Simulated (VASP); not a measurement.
A run of VASP 6.6.1 is set up as follows.

The input INCAR:

```
  PREC = Accurate
  ENCUT = 520
  EDIFF = 1E-6
  ISMEAR = 0
  SIGMA = 0.1
  LREAL = F
  LASPH = T
  NELM = 100
  ALGO = Fast
  ISIF = 2
  LWAVE = F
  LCHARG = F
  GGA = PE
  NBANDS = 20
```

The input KPOINTS:

```
Automatic mesh
0
Gamma
  12 12 10
```

The input POSCAR:

```
NaS3
1.0
    5.2660967964      0.0000000000      0.0000000000
   -2.6330483982      4.5605736045      0.0000000000
    0.0000000000      0.0000000000      3.5903468855
Na S
1 3
Direct
    0.0000000000      0.0000000000      0.5000000000
    0.5000000000      0.0000000000      0.5000000000
    0.0000000000      0.5000000000      0.5000000000
    0.5000000000      0.5000000000      0.5000000000
```

Potentials or basis: VASP PAW PBE potentials, release 64 (Na_pv, S).

The run is started by

```bash
$ cat potpaw_PBE.64/Na_pv/POTCAR potpaw_PBE.64/S/POTCAR > POTCAR
$ mpirun -np 1 vasp_std > vasp.out
```

Question: Estimate the pressure.

Answer: 0.0 GPa.

Question: Predict the band gap on the k mesh.

Answer: None (metal or under the smearing width).
